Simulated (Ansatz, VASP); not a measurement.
ZrB in VASP and in Ansatz

```
Zr B
1.0
     0.00000    2.43010    2.43010
     2.43010    0.00000    2.43010
     2.43010    2.43010    0.00000
Zr B
1 1
Direct
  0.00000 0.00000 0.00000
  0.50000 0.50000 0.50000
```

Alike in both runs: functional PBE; dispersion D3(BJ); k mesh 14 × 14 × 14; occupations gaussian, width 0.1 eV; no spin polarisation.

Ansatz relaxed the structure, and its values are those at the end. VASP's run is a single point on that final structure, the one shown.

|  | VASP | Ansatz |
| --- | --- | --- |
| version | VASP 6.6.1 | Ansatz 0.2.0 |
| potentials or method | VASP PAW PBE potentials, release 64 (Zr_sv, B) | scalar-relativistic, plane waves, PAW |
| plane-wave cutoff (eV) | 520 | 420 |
| valence electrons in the cell | 15 | 15 |

VASP gave:

```
gap on the k mesh at the Fermi level (eV) : none
pressure (GPa)                            : 0.1
```

Task: Estimate Ansatz's values.

Result: gap on the k mesh at the Fermi level (eV): none; pressure (GPa): 0.0.

A gap of «none» marks a metal or a gap that the smearing closes.

Caveats: pairwise dispersion overbinds metals, which lowers pressure and volume.
